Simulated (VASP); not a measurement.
# Si (Fd-3m) in VASP: notebook

Runs on Si. Level: PBEsol. Tasks: single point.

Everything below comes from runs of VASP 6.6.1. Logs are shortened: lines on timing, memory, paths and dates and some standing lists are left out, and cuts for length are marked.

## Step 1: The crystal as given

The structure is cubic, space group Fd-3m (No. 227). Conventional cell: a = 5.427 Å, b = 5.427 Å, c = 5.427 Å, α = 90.00°, β = 90.00°, γ = 90.00°. Around Si (site symmetry -43m) lie 4 Si at 2.35 Å.

## Step 2: Single point, PBEsol

INCAR

```
ALGO = Normal
EDIFF = 1E-6
ENCUT = 520
GGA = PS
ISIF = 2
ISMEAR = 0
LASPH = True
LCHARG = True
LELF = True
LREAL = False
LVHAR = True
LWAVE = False
NBANDS = 11
NELM = 100
PREC = Accurate
SIGMA = 0.01
```

KPOINTS

```
k-points
0
Gamma
  6 6 6
```

POSCAR

```
Si
1.0
    0.0000000000      2.7135600000      2.7135600000
    2.7135600000      0.0000000000      2.7135600000
    2.7135600000      2.7135600000      0.0000000000
Si
2
Direct
    0.7500000000      0.7500000000      0.7500000000
    0.5000000000      0.5000000000      0.5000000000
```

Potentials or basis: VASP PAW PBE potentials, release 64 (Si).

Launch:

```console
> cat potpaw_PBE.64/Si/POTCAR > POTCAR
> mpirun -np 1 vasp_std > vasp.out
```

OUTCAR:

```text
EDIFF = 1E-6
   ENCUT = 520
   GGA = PS
   ISIF = 2
   ISMEAR = 0
   LASPH = True
   LREAL = False
   NELM = 100
   PREC = Accurate

 ion  position               nearest neighbor table
   1  0.750  0.750  0.750-   2 2.35   2 2.35   2 2.35   2 2.35
   2  0.500  0.500  0.500-   1 2.35   1 2.35   1 2.35   1 2.35

  LATTYP: Found a face centered cubic cell.
 ALAT       =     5.4271200000

  Lattice vectors:

 A1 = (   0.0000000000,   2.7135600000,   2.7135600000)
 A2 = (   2.7135600000,   0.0000000000,   2.7135600000)
 A3 = (   2.7135600000,   2.7135600000,   0.0000000000)

Analysis of symmetry for initial positions (statically):
=====================================================================
 Subroutine PRICEL returns:
 Original cell was already a primitive cell.

 Routine SETGRP: Setting up the symmetry group for a
 face centered cubic supercell.

 Subroutine GETGRP returns: Found 48 space group operations
 (whereof 24 operations were pure point group operations)
 out of a pool of 48 trial point group operations.

The static configuration has the point symmetry T_d .
 The point group associated with its full space group is O_h .

Analysis of symmetry for dynamics (positions and initial velocities):
=====================================================================
 Subroutine PRICEL returns:
 Original cell was already a primitive cell.

 Routine SETGRP: Setting up the symmetry group for a
 face centered cubic supercell.

 Subroutine GETGRP returns: Found 48 space group operations
 (whereof 24 operations were pure point group operations)
 out of a pool of 48 trial point group operations.

The dynamic configuration has the point symmetry T_d .
 The point group associated with its full space group is O_h .

 Subroutine INISYM returns: Found 48 space group operations
 (whereof 24 operations are pure point group operations),
 and found     1 'primitive' translations

----------------------------------------------------------------------------------------

                                     Primitive cell

  volume of cell :      39.9621

  direct lattice vectors                    reciprocal lattice vectors
     0.000000000  2.713560000  2.713560000    -0.184259792  0.184259792  0.184259792
     2.713560000  0.000000000  2.713560000     0.184259792 -0.184259792  0.184259792
     2.713560000  2.713560000  0.000000000     0.184259792  0.184259792 -0.184259792

  length of vectors
     3.837553354  3.837553354  3.837553354     0.319147321  0.319147321  0.319147321

  position of ions in fractional coordinates (direct lattice)
     0.750000000  0.750000000  0.750000000
     0.500000000  0.500000000  0.500000000

  ion indices of the primitive-cell ions
   primitive index   ion index
                 1           1
                 2           2

----------------------------------------------------------------------------------------

 KPOINTS: k-points

Automatic generation of k-mesh.
 Grid dimensions read from file:
 generate k-points for:    6    6    6

 Generating k-lattice:

  Cartesian coordinates                     Fractional coordinates (reciprocal lattice)
    -0.030709965  0.030709965  0.030709965     0.166666667  0.000000000  0.000000000
     0.030709965 -0.030709965  0.030709965     0.000000000  0.166666667  0.000000000
     0.030709965  0.030709965 -0.030709965     0.000000000  0.000000000  0.166666667

  Length of vectors
     0.053191220  0.053191220  0.053191220

  Shift w.r.t. Gamma in fractional coordinates (k-lattice)
     0.000000000  0.000000000  0.000000000

 Subroutine IBZKPT returns following result:
 ===========================================

 Found     16 irreducible k-points:

 Following reciprocal coordinates:
            Coordinates               Weight
  0.000000  0.000000  0.000000      1.000000
  0.166667  0.000000  0.000000      8.000000
  0.333333  0.000000  0.000000      8.000000
  0.500000  0.000000  0.000000      4.000000
  0.166667  0.166667  0.000000      6.000000
  0.333333  0.166667  0.000000     24.000000
[... 8 lines left out ...]
 -0.333333  0.333333  0.166667     24.000000
 -0.333333  0.500000  0.166667     12.000000
   k-points           NKPTS =     16   k-points in BZ     NKDIM =     16   number of bands    NBANDS=     11
   number of dos      NEDOS =    301   number of ions     NIONS =      2
   total plane-waves  NPLWV =  27000
   dimension x,y,z NGX =    30 NGY =   30 NGZ =   30
   dimension x,y,z NGXF=    60 NGYF=   60 NGZF=   60
   ions per type =               2
   NGX,Y,Z   is equivalent  to a cutoff of  13.00, 13.00, 13.00 a.u.
   NGXF,Y,Z  is equivalent  to a cutoff of  25.99, 25.99, 25.99 a.u.
 SYSTEM =  unknown system
   PREC   = accura    normal or accurate (medium, high low for compatibility)
   ISTART =      0    job   : 0-new  1-cont  2-samecut
   ICHARG =      2    charge: 1-file 2-atom 10-const
   ISPIN  =      1    spin polarized calculation?
   LNONCOLLINEAR =      F non collinear calculations
   LSORBIT =      F    spin-orbit coupling
   LASPH  =      T    aspherical Exc in radial PAW
   ENCUT  =  520.0 eV  38.22 Ry    6.18 a.u.   7.14  7.14  7.14*2*pi/ulx,y,z
   NELM   =    100;   NELMIN=  2; NELMDL= -5     # of ELM steps
   EDIFF  = 0.1E-05   stopping-criterion for ELM
[... 8 lines left out ...]
   TEBEG  =    0.0;   TEEND  =   0.0 temperature during run
   PSTRESS=    0.0 pullay stress
   NELECT =       8.0000    total number of electrons
   NUPDOWN=      -1.0000    fix difference up-down
   EMIN   =  10.00;   EMAX   =-10.00  energy-range for DOS
   EFERMI =   0.00;   METHOD = LEGACY
   ISMEAR =     0;   SIGMA  =   0.01  broadening in eV -4-tet -1-fermi 0-gaus
   EFERMI_NEDOS =   21; number of points for ismear=-14 and -15
   IALGO  =     38    algorithm
   IMIX   =      4    mixing-type and parameters
     AMIX     =   0.40;   BMIX     =  1.00
     AMIX_MAG =   1.60;   BMIX_MAG =  1.00
  volume/ion in A,a.u.               =      19.98       134.84
  Fermi-wavevector in a.u.,A,eV,Ry     =   0.957684  1.809760 12.478691  0.917158
  Thomas-Fermi vector in A             =   2.086724
   LORBIT       =      0    0 simple, 1 ext, 2 COOP (PROOUT), +10 PAW based schemes
   GGA     = PS    functional components
   LHFCALC =     F    Hartree Fock is set to
   AEXX    =    0.0000 exact exchange contribution
   IVDW    =     0    specifies the selected vdW correction
   LEPSILON=     F    determine dielectric tensor
   LRPA    =     F    only Hartree local field effects (RPA)
 non-spin polarized calculation
 Gauss-broadening in eV      SIGMA  =   0.01
  energy-cutoff  :      520.00
  volume of cell :       39.96
 maximum number of plane-waves:      1090
 NGX is ok and might be reduce to    30
   NGX = 15   NGY = 15   NGZ = 15

 number of electron       8.0000000 magnetization

 Free energy of the ion-electron system (eV)
  ---------------------------------------------------
  ext. energy  EPLUGINS =         0.00000000
  ---------------------------------------------------
  free energy    TOTEN  =       -11.46724092 eV

  energy without entropy =      -11.46724092  energy(sigma->0) =      -11.46724092

 E-fermi :   5.8944     XC(G=0):  -9.5573

 val. band max:        5.8187272988   @ k =   0.0000   0.0000   0.0000
 cond. band min:       6.3991573199   @ k =   0.5000   0.5000   0.0000
 fundamental gap:      0.5804300210
 Fermi energy:         5.8943742323

 k-point     1 :       0.0000    0.0000    0.0000
  band No.  band energies     occupation
      1      -6.1875      2.00000
      2       5.8187      2.00000
      3       5.8187      2.00000
      4       5.8187      2.00000
      5       8.3329      0.00000
      6       8.3329      0.00000
      7       8.3329      0.00000
      8       9.1654      0.00000
      9      13.5038      0.00000
     10      13.5038      0.00000
     11      13.5335      0.00000

 k-point     2 :       0.1667    0.0000    0.0000
  band No.  band energies     occupation
      1      -5.8241      2.00000
      2       3.4168      2.00000
      3       5.3622      2.00000
      4       5.3622      2.00000
      5       8.1124      0.00000
      6       8.9857      0.00000
      7       8.9857      0.00000
      8      11.2405      0.00000
      9      12.8378      0.00000
     10      12.8378      0.00000
     11      14.6937      0.00000

 k-point     3 :       0.3333    0.0000    0.0000
  band No.  band energies     occupation
      1      -4.8008      2.00000
      2       0.4447      2.00000
      3       4.8104      2.00000
      4       4.8104      2.00000
      5       7.5157      0.00000
      6       9.2640      0.00000
      7       9.2640      0.00000
      8      13.5307      0.00000
      9      13.7436      0.00000
     10      13.7436      0.00000
     11      14.8068      0.00000

 k-point     4 :       0.5000    0.0000    0.0000
  band No.  band energies     occupation
      1      -3.8318      2.00000
      2      -1.2084      2.00000
      3       4.6126      2.00000
      4       4.6126      2.00000
      5       7.2891      0.00000
      6       9.0861      0.00000
      7       9.0861      0.00000
      8      13.3294      0.00000
      9      16.3308      0.00000
     10      16.3308      0.00000
     11      17.0666      0.00000
[... 127 lines left out ...]
 k-point    14 :       0.5000    0.3333    0.1667
  band No.  band energies     occupation
      1      -3.8824      2.00000
      2       0.1629      2.00000
      3       2.1902      2.00000
      4       3.4877      2.00000
      5       8.5916      0.00000
      6       9.4232      0.00000
      7      10.0012      0.00000
      8      12.8461      0.00000
      9      14.7734      0.00000
     10      15.6611      0.00000
     11      18.7944      0.00000

 k-point    15 :      -0.3333    0.3333    0.1667
  band No.  band energies     occupation
      1      -2.8852      2.00000
      2      -1.0493      2.00000
      3       1.7465      2.00000
      4       3.0113      2.00000
      5       9.0729      0.00000
      6       9.3091      0.00000
      7      11.8386      0.00000
      8      12.2808      0.00000
      9      13.3343      0.00000
     10      16.8757      0.00000
     11      17.7249      0.00000

 k-point    16 :      -0.3333    0.5000    0.1667
  band No.  band energies     occupation
      1      -1.8934      2.00000
      2      -1.8934      2.00000
      3       2.1131      2.00000
      4       2.1131      2.00000
      5       8.4707      0.00000
      6       8.4707      0.00000
      7      12.5239      0.00000
      8      12.5239      0.00000
      9      16.3586      0.00000
     10      16.3586      0.00000
     11      18.7351      0.00000

------------------------ aborting loop because EDIFF is reached ----------------------------------------

  FORCE on cell =-STRESS in cart. coord.  units (eV):
  Direction    XX          YY          ZZ          XY          YZ          ZX
  --------------------------------------------------------------------------------------
  -------------------------------------------------------------------------------------
  Total        0.1324022      0.1324022      0.1324022      0.0000000      0.0000000      0.0000000
  in kB        5.3083267      5.3083267      5.3083267      0.0000000      0.0000000      0.0000000
  external PRESSURE =       5.3083267 kB  Pullay stress =       0.0000000 kB

 VOLUME and BASIS-vectors are now :
 -----------------------------------------------------------------------------
  energy-cutoff  :      520.00
  volume of cell :       39.96
      direct lattice vectors                 reciprocal lattice vectors
     0.000000000  2.713560000  2.713560000    -0.184259792  0.184259792  0.184259792
     2.713560000  0.000000000  2.713560000     0.184259792 -0.184259792  0.184259792
     2.713560000  2.713560000  0.000000000     0.184259792  0.184259792 -0.184259792

 POSITION                                       TOTAL-FORCE (eV/Angst)
 -----------------------------------------------------------------------------------
      4.07034      4.07034      4.07034         0.000000      0.000000      0.000000
      2.71356      2.71356      2.71356        -0.000000     -0.000000     -0.000000
 -----------------------------------------------------------------------------------
    total drift:                                0.000000     -0.000000     -0.000000

  FREE ENERGIE OF THE ION-ELECTRON SYSTEM (eV)
  ---------------------------------------------------
  free  energy   TOTEN  =       -11.4672409233 eV

  energy  without entropy=      -11.4672409233  energy(sigma->0) =      -11.46724092
```

Wall time 4.7 s (1 thread of AMD EPYC 9R45 (Zen 5), shared host); peak memory 0.12 GiB.

What came out:

| Item | Value |
| --- | --- |
| Free energy | -11.4672 eV |
| Pressure | 0.5 GPa |
| Band gap on the k mesh | 0.58 eV, indirect (least direct gap 2.51 eV) |

Levels at points of the mesh, in eV from the valence-band top:
```
           k point  band 1  band 2  band 3  band 4  band 5  band 6  band 7  band 8  band 9
(0.00, 0.00, 0.00)  -12.01    0.00    0.00    0.00    2.51    2.51    2.51    3.35    7.69
(0.50, 0.00, 0.00)   -9.65   -7.03   -1.21   -1.21    1.47    3.27    3.27    7.51   10.51
(0.50, 0.50, 0.00)   -7.84   -7.84   -2.88   -2.88    0.58    0.58   10.08   10.08   10.94
```

Caveat: the PAW data sets were made with another functional, which shifts forces and pressure a little. A hybrid or GW would open this gap; PBEsol tends to underestimate it.

## Step 3: Single point, PBEsol

This run uses another cell than the first one, of 21.18 Å³/atom, 1.060 times its volume.

INCAR

```
SYSTEM = Si
PREC = Accurate ; ENCUT = 520
EDIFF = 1E-7 ; ISMEAR = 0
SIGMA = 0.01 ; LREAL = .FALSE.
LASPH = .TRUE. ; NELM = 100
ALGO = Normal ; ISIF = 2
LWAVE = .FALSE. ; LCHARG = .FALSE.
GGA = PS ; NBANDS = 11
```

KPOINTS

```
Automatic mesh
0
G
  6 6 6
  0 0 0
```

POSCAR

```
Si
1.0
    0.0000000000      2.7667805704      2.7667805704
    2.7667805704      0.0000000000      2.7667805704
    2.7667805704      2.7667805704      0.0000000000
Si
2
Direct
    0.7500000000      0.7500000000      0.7500000000
    0.5000000000      0.5000000000      0.5000000000
```

Potentials or basis: VASP PAW PBE potentials, release 64 (Si).

Launch:

```console
> cat potpaw_PBE.64/Si/POTCAR > POTCAR
> mpirun -np 1 vasp_std > vasp.out
```

Wall time 4.3 s (1 thread of AMD EPYC 9R45 (Zen 5), shared host); peak memory 0.12 GiB.

Results (log left out):

| Property | Result |
| --- | --- |
| Free energy | -11.4362 eV |
| Pressure | -4.4 GPa |
| Band gap on the k mesh | 0.69 eV, indirect (least direct gap 2.42 eV) |

Levels at points of the mesh, in eV from the valence-band top:
| k point | band 1 | band 2 | band 3 | band 4 | band 5 | band 6 | band 7 | band 8 |
| --- | --- | --- | --- | --- | --- | --- | --- | --- |
| (0.00, 0.00, 0.00) | -11.61 | 0.00 | 0.00 | 0.00 | 2.49 | 2.49 | 2.49 | 2.69 |
| (0.50, 0.00, 0.00) | -9.40 | -6.76 | -1.16 | -1.16 | 1.27 | 3.29 | 3.29 | 7.43 |
| (0.50, 0.50, 0.00) | -7.65 | -7.65 | -2.73 | -2.73 | 0.69 | 0.69 | 9.59 | 9.59 |

Caveat: the PAW data sets were made with another functional, which shifts forces and pressure a little.
